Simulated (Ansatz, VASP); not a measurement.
## Two plane-wave programs on LiF

```
Li F
1.0
     0.00575    1.99444    1.99444
     1.99444    0.00575    1.99444
     1.99444    1.99444    0.00575
Li F
1 1
Direct
  0.00000 0.00000 0.00000
  0.50000 0.50000 0.50000
```

Change from the starting cell: epitaxial_111 strain -0.3%.

Alike in both runs: task single point; functional r2SCAN; k mesh 10 × 10 × 10; no spin polarisation.

```csv
,VASP,Ansatz
version,VASP 6.6.1,Ansatz 0.2.0
potentials or method,"VASP PAW PBE potentials, release 64 (Li_sv, F)","plane waves, PAW"
plane-wave cutoff (eV),520,500
occupations,"gaussian, width 0.01 eV",fixed
valence electrons in the cell,10,10
```

VASP gave:

| Quantity | Value |
| --- | --- |
| gap on the k mesh at the Fermi level (eV) | 10.59 |

Problem. Which values does Ansatz return?

Solution. gap on the k mesh at the Fermi level (eV): 10.37.

 A k mesh can miss the band edges.
